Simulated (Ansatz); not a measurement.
Reaction (hydrogen abstraction from the H–H bond): H₂ + `F[C](F)F`• → H• + trifluoromethane

Computed with Ansatz on PBE0-D4/def2-TZVP structures; ΔE is electronic, products minus reactants. CCSD(T)/CBS adds triple-zeta CCSD(T) − MP2 to the extrapolated MP2 energy (def2 sets, frozen cores). This one scheme is used for every species, atoms too. Functionals use def2-TZVPP. B3LYP here is the variant with VWN-RPA as its local correlation; programs differ in this. HSE06 is defined as in plane-wave codes. Open shells (•) are unrestricted, without spin–orbit coupling.

Question: Is it downhill or uphill in electronic energy at CCSD(T)/CBS, and by how much? (An estimate is asked.)

Answer: Computed: Downhill: ΔE = -4.4 kcal/mol.

Question: What do these levels give: revPBE-D4, ωB97X-V, B3LYP, HSE06, CCSD/def2-TZVPP, CCSD(T)/def2-TZVPP? (An estimate is asked.)

Answer: The calculation gave: revPBE-D4 -0.1, ωB97X-V -3.9, B3LYP 0.2, HSE06 -3.7, CCSD/def2-TZVPP -3.9, CCSD(T)/def2-TZVPP -4.3 kcal/mol.

Largest T1 diagnostic among the species: 0.014.

Leaving LDA and LC-ωPBE aside and taking each functional with its dispersion term where it has one, the values, not all of them listed here, spread over 7.2 kcal/mol, from PBE-QIDH to BLYP-D4. LDA lies −3.0 kcal/mol from PBE without D4. From r2SCAN to r2SCAN0 (25 % exact exchange), in def2-TZVPP and without D4, ΔE moves by −0.9 kcal/mol.
